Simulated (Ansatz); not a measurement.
# TiAl: moving Ti off its site

TiAl, P4/mmm, a = 2.837 Å, c = 4.059 Å (as given, not relaxed at this level: -0.7 GPa). The structure is a COD entry; whether it is the stable form wasn't checked. Ansatz: PBE, PAW, 420 eV, Γ-centred 16×16×12 mesh on 2 atoms, Gaussian smearing 0.15 eV; no spin polarisation.

```yaml
crystal:
  lattice:
    - [2.83730, 0.00000, 0.00000]
    - [0.00000, 2.83730, 0.00000]
    - [0.00000, 0.00000, 4.05910]
  atoms:
    - { symbol: Ti, position: [0.00000, 0.00000, 0.00000] }
    - { symbol: Al, position: [0.50000, 0.50000, 0.50000] }
```

Atom 1 (Ti) moves by x along the unit vector (-1.000, 0.000, 0.000), with its periodic images; all else is held. y is the free energy of the cell over the start, F the force along the path summed over the moved atoms. Symmetry makes y even in x.

| x (Å) | y (meV) | F (eV/Å) |
| --- | --- | --- |
| -0.3000 | ? | ? |
| -0.1500 | 48.7 | 0.65 |
| 0.0000 | 0.0 | 0.00 |
| 0.0750 | 12.2 | -0.33 |
| 0.1125 | 27.5 | -0.49 |
| 0.1875 | 75.8 | -0.80 |
| 0.2250 | 108.7 | -0.95 |
| 0.2625 | 147.2 | -1.10 |

Fit y = c2 x² + c4 x⁴ to the energies of the other rows, give the force constant, and predict energy and force of the missing row.

Least squares on the rows shown. y = 2177.7 x² − 602.87 x⁴. The force constant is 2 c2 = 4.36 eV/Å² (for all images moving together, not for a lone atom). The force −dy/dx at the missing row is 1.24 eV/Å (computed 1.24). At x = -0.3000 the fit asked for gives 191.1 meV. The run gave 191.1 meV, the same to the digits shown.